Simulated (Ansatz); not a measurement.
Consider the following.

NaBr:
```cif
data_Br4Na4
_chemical_formula_sum 'Na4 Br4'
_space_group_name_H-M_alt 'Fm-3m'
_space_group_IT_number 225
_space_group_name_Hall '-F 4 2 3'
_cell_length_a 5.78504
_cell_length_b 5.78504
_cell_length_c 5.78504
_cell_angle_alpha 90.000
_cell_angle_beta 90.000
_cell_angle_gamma 90.000
loop_
_atom_site_label
_atom_site_type_symbol
_atom_site_symmetry_multiplicity
_atom_site_Wyckoff_symbol
_atom_site_fract_x
_atom_site_fract_y
_atom_site_fract_z
_atom_site_occupancy
Na1 Na 4 a 0.00000 0.00000 0.00000 1
Br1 Br 4 b 0.50000 0.50000 0.50000 1
```
(The calculation used a cell of 2 atoms; values per cell refer to that cell.)

This is the LDA-relaxed structure.

Problem. All from DFT-LDA in the program Ansatz with PAW potentials, unless another level is named. Give the hole effective mass, band 1 of 3 at the edge.

Solution. 1.9 along [100], 6.8 along [110], 3.6 along [111] (mₑ).

Problem. Predict the band gap.

Solution. 4.08 eV (direct).

Problem. Give the formation energy from the elements (no fitted shifts).

Solution. -1.58 eV/atom.

Problem. Next, the electron effective mass?

Solution. 0.29 mₑ (isotropic).

Problem. What about the weight of the conduction-edge state by species (Voronoi cells)?

Solution. Na 59 %, Br 41 %.

The LDA relaxation kept the symmetry of its start; phonons on a q-mesh show no instability. The references are the lowest solids computed at this level, not always the standard phases. Spin–orbit coupling is left out wherever it is not named.

Potentials: the later of the program's two PAW sets.
